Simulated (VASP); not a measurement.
Write the native input for VASP 6.6.1 that does the following.

* Task: relaxation of cell and atoms
* Functional: PBE
* Dispersion: D3(BJ)
* Potentials or basis: VASP PAW PBE potentials, release 64 (Sb)
* Cutoff: 520 eV
* k mesh: 9 × 9 × 9
* Occupations: gaussian, width 1 eV
* Spin: no spin polarisation
* Further INCAR settings: ALGO = Normal; EDIFF = 1e-07; IBRION = 2; EDIFFG = -0.002; NSW = 80; ISIF = 3

The structure of Sb lies in POSCAR:

```
Sb
1.0
    2.1542000000      1.2437279500      3.7580000000
   -2.1542000000      1.2437279500      3.7580000000
    0.0000000000     -2.4874559000      3.7580000000
Sb
2
Direct
    0.2334900000      0.2334900000      0.2334900000
    0.7665100000      0.7665100000      0.7665100000
```

These files were run (other wordings do the same):

INCAR

```
PREC = Accurate
ENCUT = 520
EDIFF = 1E-7
ISMEAR = 0
SIGMA = 1.0
LREAL = F
LASPH = T
NELM = 100
ALGO = Normal
ISIF = 3
LWAVE = F
LCHARG = F
GGA = PE
IVDW = 12
IBRION = 2
NSW = 80
EDIFFG = -0.002
```

KPOINTS

```
Automatic mesh
0
Gamma
  9 9 9
```

Potentials or basis: VASP PAW PBE potentials, release 64 (Sb).

Launch:

```console
$ cat potpaw_PBE.64/Sb/POTCAR > POTCAR
$ mpirun -np 1 vasp_std > vasp.out
```

Results of the run:

```json
{
 "Relaxed volume": "29.05 Å³/atom",
 "Relaxed cell": "a = 4.347 Å, b = 4.347 Å, c = 4.347 Å, α = 60.02°, β = 60.02°, γ = 60.02°",
 "Space group after relaxing (to 0.05 Å)": "Pm-3m (No. 221)",
 "Energy gained by relaxing": "30.9 meV/atom",
 "Ionic steps": "23",
 "Pressure after relaxing": "0.0 GPa",
 "Band gap on the k mesh": "none (metal or under the smearing width)",
 "Dispersion energy per atom": "-0.492 eV"
}
```

Caveat: pairwise dispersion overbinds metals, which lowers pressure and volume.

Wall time 3.2 min on 1 thread of Intel(R) Xeon(R) 6975P-C (Granite Rapids), with other jobs on the host, peak memory 0.24 GiB.
